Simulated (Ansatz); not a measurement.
Crystal: FePt (Tetraferroplatinum).

```
Pt Fe
1.0
     2.72350    0.00000    0.00000
     0.00000    2.72350    0.00000
     0.00000    0.00000    3.72000
Pt Fe
1 1
Direct
  0.50000 0.50000 0.50000
  0.00000 0.00000 0.00000
```

Program: Ansatz 0.2.0. Alike in all runs: potentials or basis Ansatz PAW; cell as given.

Task: Order these runs on this cell by their pressure, lowest first.
A. level m-r2SCAN; spin collinear, ferromagnetic start; k mesh 10 × 10 × 7; cutoff (eV) 500; smearing fermi-dirac 0.05 eV; points for each segment of the path 14
B. level LDA; spin non-collinear, ferromagnetic start, SOC; k mesh 10 × 10 × 7; cutoff (eV) 420; smearing fermi-dirac 0.05 eV; points for each segment of the path 14
C. level PBE; spin collinear, ferromagnetic start; k mesh 10 × 10 × 7; cutoff (eV) 420; smearing gaussian 0.026 eV
D. level revPBE; spin collinear, ferromagnetic start; k mesh 10 × 10 × 7; cutoff (eV) 420; smearing fermi-dirac 0.05 eV; points for each segment of the path 14
E. level r2SCAN; spin non-collinear, ferromagnetic start, SOC; k mesh 7 × 7 × 5; cutoff (eV) 500; smearing fermi-dirac 0.05 eV; points for each segment of the path 14

Result: B (-13.3 GPa), A (-3.6 GPa), E (1.1 GPa), C (3.3 GPa), D (7.0 GPa).

Caveats: the PAW data sets come from PBE, with cores solved anew for the run's functional, which leaves a small shift of forces and pressure (some runs); the magnetic or orbital state may not be the lowest (some runs); the potentials were made for another functional, which shifts forces and pressure (some runs).

Not every run made on this cell is shown here.
